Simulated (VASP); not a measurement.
## A VASP 6.6.1 single-point calculation on MoS2

INCAR

```
LWAVE = .FALSE.
ENCUT = 520
PREC = Accurate
NELM = 120
NSW = 0
ISMEAR = -1
GGA = PE
LCHARG = .FALSE.
IBRION = -1
NBANDS = 20
ISIF = 2
LREAL = .FALSE.
LASPH = .TRUE.
SIGMA = 0.02
MAXMIX = 10
EDIFF = 0.0001
```

KPOINTS

```
KPOINTS created by Atomic Simulation Environment
0
Gamma
12 12 4
0 0 0
```

POSCAR

```
Mo S
 1.0000000000000000
     3.1059543043976761    0.0000000000000000    0.0000000000000000
    -1.5529771521988380    2.6898353306020124    0.0000000000000000
     0.0000000000000000    0.0000000000000000    6.6704083680000004
 Mo  S
   1   2
Cartesian
  0.0000000000000000 -0.0000000000000001  0.0000000000000000
 -0.0000000000000001  1.7932235537346748  1.5751965696521610
 -0.0000000000000001  1.7932235537346748  5.0952117983478384
```

The recommended PBE PAW datasets give the neutral cell 26 valence electrons.

Command

```
mpirun -np 1 vasp_std
```

OSZICAR

```
N       E                     dE             d eps       ncg     rms          rms(c)
DAV:   1     0.186476334054E+03    0.18648E+03   -0.13400E+04  2288   0.122E+03
DAV:   2    -0.156822822470E+02   -0.20216E+03   -0.19670E+03  2852   0.318E+02
DAV:   3    -0.230500074793E+02   -0.73677E+01   -0.73045E+01  2812   0.568E+01
DAV:   4    -0.231465116205E+02   -0.96504E-01   -0.96451E-01  2824   0.685E+00
DAV:   5    -0.231482254317E+02   -0.17138E-02   -0.17137E-02  2896   0.865E-01    0.258E+01
DAV:   6    -0.221057742626E+02    0.10425E+01   -0.93269E+00  2496   0.189E+01    0.922E+00
DAV:   7    -0.218681140705E+02    0.23766E+00   -0.37373E+00  2384   0.111E+01    0.624E+00
DAV:   8    -0.217477398572E+02    0.12037E+00   -0.60522E-01  2556   0.480E+00    0.181E+00
DAV:   9    -0.217493789162E+02   -0.16391E-02   -0.26613E-02  2664   0.994E-01    0.729E-01
DAV:  10    -0.217481232689E+02    0.12556E-02   -0.91228E-03  2604   0.645E-01    0.112E-01
DAV:  11    -0.217482289658E+02   -0.10570E-03   -0.51576E-04  2656   0.157E-01    0.745E-02
DAV:  12    -0.217482298209E+02   -0.85510E-06   -0.58821E-05  1640   0.509E-02
   1 F= -.21748230E+02 E0= -.21748230E+02  d E =-.104066E-12
```

From OUTCAR

```
k-points           NKPTS =     57   k-points in BZ     NKDIM =     57   number of bands    NBANDS=     20

   NELECT =      26.0000    total number of electrons

   dimension x,y,z NGX =    24 NGY =   24 NGZ =   50
   dimension x,y,z NGXF=    48 NGYF=   48 NGZF=  100

  energy-cutoff  :      520.00
  volume of cell :       55.73
      direct lattice vectors                 reciprocal lattice vectors
     3.105954304  0.000000000  0.000000000     0.321962238  0.185884985  0.000000000
    -1.552977152  2.689835331  0.000000000     0.000000000  0.371769970  0.000000000
     0.000000000  0.000000000  6.670408368     0.000000000  0.000000000  0.149915859

 k-points in reciprocal lattice and weights: KPOINTS created by Atomic Simulation Env
   0.00000000  0.00000000  0.00000000       0.002
   0.08333333 -0.00000000  0.00000000       0.010
   0.16666667  0.00000000  0.00000000       0.010
   0.25000000  0.00000000  0.00000000       0.010
   0.33333333 -0.00000000  0.00000000       0.010
   0.41666667 -0.00000000  0.00000000       0.010
   0.50000000  0.00000000  0.00000000       0.005
   0.08333333  0.08333333  0.00000000       0.010
   ...

 E-fermi :   7.1024

 k-point     1 :       0.0000    0.0000    0.0000
  band No.  band energies     occupation
      1     -54.4475      2.00000
      2     -28.6463      2.00000
      3     -28.3423      2.00000
      4     -28.3423      2.00000
      5      -8.0539      2.00000
      6      -6.5955      2.00000
      7       0.1850      2.00000
      8       3.8081      2.00000
      9       3.8081      2.00000
     10       4.9809      2.00000
     11       4.9809      2.00000
     12       5.1190      2.00000
     13       5.6728      2.00000
     14       9.3323      0.00000
     15       9.3323      0.00000
     16       9.4665      0.00000
     17       9.4665      0.00000
     18      12.8223      0.00000
     19      14.4327      0.00000
     20      15.9197      0.00000

 k-point     2 :       0.0833   -0.0000    0.0000
  band No.  band energies     occupation
      1     -54.4440      2.00000
      2     -28.6398      2.00000
      3     -28.3750      2.00000
      4     -28.3497      2.00000
      5      -7.9406      2.00000
      6      -6.5489      2.00000
      7       0.3140      2.00000
      8       3.5550      2.00000
      9       3.9257      2.00000
     10       4.3102      2.00000
     11       4.8017      2.00000
     12       5.5904      2.00000
     13       5.6802      2.00000
     14       9.0877      0.00000
     15       9.2207      0.00000
     16       9.3396      0.00000
     17       9.5240      0.00000
     18      13.3232      0.00000
     19      14.5814      0.00000
     20      16.4089      0.00000

 k-point     3 :       0.1667    0.0000    0.0000
  band No.  band energies     occupation
      1     -54.4346      2.00000
      2     -28.6221      2.00000
      3     -28.4638      2.00000
      4     -28.3698      2.00000
      5      -7.6173      2.00000
      6      -6.4163      2.00000
      7       0.6463      2.00000
      8       2.9653      2.00000
      9       3.5277      2.00000
     10       4.2520      2.00000
     11       4.3830      2.00000
     12       5.6137      2.00000
     13       5.6654      2.00000
     14       8.4298      0.00000
     15       9.0527      0.00000
     16       9.2672      0.00000
     17       9.9563      0.00000
     18      14.0804      0.00000
     19      15.2135      0.00000
     20      16.3935      0.00000

 ...

  Total        2.6905555      2.6905555      1.5681576      0.0000000     -0.0000000      0.0000000
  in kB       77.3533920     77.3533920     45.0844840      0.0000000     -0.0000000      0.0000000
  external PRESSURE =      66.5970893 kB  Pullay stress =       0.0000000 kB

 POSITION                                       TOTAL-FORCE (eV/Angst)
 -----------------------------------------------------------------------------------
      0.00000      0.00000      0.00000         0.000000     -0.000000      0.000000
      0.00000      1.79322      1.57520        -0.000000      0.000000      0.130016
      0.00000      1.79322      5.09521        -0.000000      0.000000     -0.130016
 -----------------------------------------------------------------------------------
    total drift:                               -0.000000      0.000000     -0.000000

  FREE ENERGIE OF THE ION-ELECTRON SYSTEM (eV)
  ---------------------------------------------------
  free  energy   TOTEN  =       -21.7482298209 eV

  energy  without entropy=      -21.7482298209  energy(sigma->0) =      -21.74822982
```

It converged. Results: gap between bands v and c on the k mesh 1.30 eV; least direct gap on the k mesh 1.92 eV; pressure 6.7 GPa; largest force 0.13 eV/Å. Band v is the last that the valence electrons fill when counted band by band, and c is the next.

For comparison, a separate PBE run of the intended cell, on usual settings and not on those above, gives a gap of 1.30 eV on its mesh and a pressure of 6.5 GPa.

The run above took about 30 s on one core of a shared host (Intel Xeon Platinum 8488C) and held 0.21 GiB at most.
